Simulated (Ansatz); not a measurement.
**Nudged elastic band run: Zn12O**

Input:

```yaml
crystal:
  lattice:
    - [5.32, 0.0, 0.0]
    - [-3.99, 6.910883, 0.0]
    - [0.0, 0.0, 4.93696]
  atoms:
    - { symbol: Zn, position: [-0.00114514, 0.01001797, -0.01698225] }
    - { symbol: Zn, position: [0.18350201, 0.21578152, 0.5411559] }
    - { symbol: Zn, position: [-0.02156233, 0.3383256, -0.0490913] }
    - { symbol: Zn, position: [0.13376825, 0.51216673, 0.40448052] }
    - { symbol: Zn, position: [-0.01548652, 0.68369346, 0.05962405] }
    - { symbol: Zn, position: [0.17701029, 0.88114067, 0.54142472] }
    - { symbol: Zn, position: [0.48960745, 0.01136887, 0.01686646] }
    - { symbol: Zn, position: [0.65713607, 0.20434112, 0.50589225] }
    - { symbol: Zn, position: [0.48583295, 0.34621206, 0.0627595] }
    - { symbol: Zn, position: [0.71907868, 0.53450067, 0.58215584] }
    - { symbol: Zn, position: [0.48171423, 0.67854345, -0.01219248] }
    - { symbol: Zn, position: [0.71585848, 0.91928106, 0.42776875] }
    - { symbol: O, position: [0.4955097, 0.66835282, 0.59033945] }
basis:
  ecutwfc: 420.0
kpoints:
  mp_grid: { grid: [5, 3, 4] }
hamiltonian:
  xc: pbesol
scf:
  occupations: { method: gaussian, width: 0.15 }
  lower_state_search: "off"
  max_iter: 88
neb:
  images: 2
  f_tol: 0.05
  max_iterations: 50
  order_check: false
  climbing: false
  final_atoms:
    - { symbol: Zn, position: [-0.00244151, 0.01142029, 0.01961055] }
    - { symbol: Zn, position: [0.18333081, 0.21584366, 0.45813562] }
    - { symbol: Zn, position: [-0.02509916, 0.33894838, 0.05252151] }
    - { symbol: Zn, position: [0.13365078, 0.51126523, 0.5988978] }
    - { symbol: Zn, position: [-0.01782542, 0.68434648, -0.06105269] }
    - { symbol: Zn, position: [0.17795637, 0.88033854, 0.45734095] }
    - { symbol: Zn, position: [0.48740629, 0.01221556, -0.01808946] }
    - { symbol: Zn, position: [0.65615986, 0.20364175, 0.49838526] }
    - { symbol: Zn, position: [0.48241932, 0.34690787, -0.0654693] }
    - { symbol: Zn, position: [0.72062853, 0.53408294, 0.41306892] }
    - { symbol: Zn, position: [0.48064732, 0.67945076, 0.0142771] }
    - { symbol: Zn, position: [0.71741527, 0.91872095, 0.57416961] }
    - { symbol: O, position: [0.49591946, 0.66761187, 0.41246183] }
```

Launched with:

```bash
$ ansatz run input.yaml --threads 4 --pin off --max-ram 10240MiB --backend cpu --events-out ev --progress --plain --runs-dir out
```

Output, in part (warnings, iteration lines):

```
NEB end point (image 0): max|allowed force component| = 2.887e-2 eV/Å (the criterion of neb.relax_end_points is 1.000e-2)
NEB end point (image 3): max|allowed force component| = 2.204e-2 eV/Å (the criterion of neb.relax_end_points is 1.000e-2)
NEB iter   1: max|band force component| = 2.402e0 eV/Å  barrier→ = 0.6829 eV  barrier← = 0.6830 eV  Δτ_max = 0.0732 Å  (44 SCF iters)
NEB iter   2: max|band force component| = 1.579e0 eV/Å  barrier→ = 0.4243 eV  barrier← = 0.4243 eV  Δτ_max = 0.1206 Å  (20 SCF iters)
NEB iter   3: max|band force component| = 3.866e-1 eV/Å  barrier→ = 0.2056 eV  barrier← = 0.2056 eV  Δτ_max = 0.0557 Å  (20 SCF iters)
NEB iter   4: max|band force component| = 1.556e-1 eV/Å  barrier→ = 0.1790 eV  barrier← = 0.1790 eV  Δτ_max = 0.0782 Å  (18 SCF iters)
NEB iter   5: max|band force component| = 1.647e-1 eV/Å  barrier→ = 0.1548 eV  barrier← = 0.1548 eV  Δτ_max = 0.0392 Å  (18 SCF iters)
NEB iter   6: max|band force component| = 9.133e-2 eV/Å  barrier→ = 0.1432 eV  barrier← = 0.1433 eV  Δτ_max = 0.0392 Å  (16 SCF iters)
NEB iter   7: max|band force component| = 3.573e-2 eV/Å  barrier→ = 0.1344 eV  barrier← = 0.1344 eV  Δτ_max = 0.0000 Å  (16 SCF iters)
```

The run converged. No image climbed, so the highest image needn't sit at the top of the path. A band with more images between the same ends climbed to 0.25 eV, so this one has probably stepped over the top. Limits of this set-up: coarse k mesh, a small cell, in which the defect meets its images, a typed lattice constant that wasn't relaxed here.

Final band:

| image | path coordinate (Å) | energy (eV) |
| --- | --- | --- |
| 0 | 0.00 | 0.000 |
| 1 | 0.92 | 0.125 |
| 2 | 1.83 | 0.134 |
| 3 | 2.75 | 0.000 |

Run time: 2.6 min on 4 threads of INTEL(R) XEON(R) PLATINUM 8581C CPU @ 2.10GHz (Emerald Rapids), on a shared host, peak memory 1.6 GiB.
